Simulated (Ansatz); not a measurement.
The parent structure is KZnF3 in the cubic perovskite structure (space group Pm-3m, No. 221; a = 4.052 Å). Axes: x, y, z lie along the cube axes.

Level of theory: PBEsol (Ansatz, a first-principles code, PAW, without spin-orbit coupling).

It is then changed as follows: the cell is compressed by 0.60 % along z with no lateral relaxation; the atoms relax in the strained cell.

**Question.** Predict the stress tensor and what it implies for the stiffness.

**Answer.** Stress of the strained cell less that of the base (GPa, compression positive):
```
   0.32    0.00    0.00
   0.00    0.32    0.00
   0.00    0.00    0.84
```

Then −Δσ_ii/ε with ε = -0.0060 gives relaxed-ion elastic constants: C33 ≈ 140 GPa, C13 ≈ 53 GPa and C23 ≈ 53 GPa.

Whether these cells are dynamically stable was not tested. Many cubic perovskites are stable only at high temperature; tilts and polar distortions were not tested.
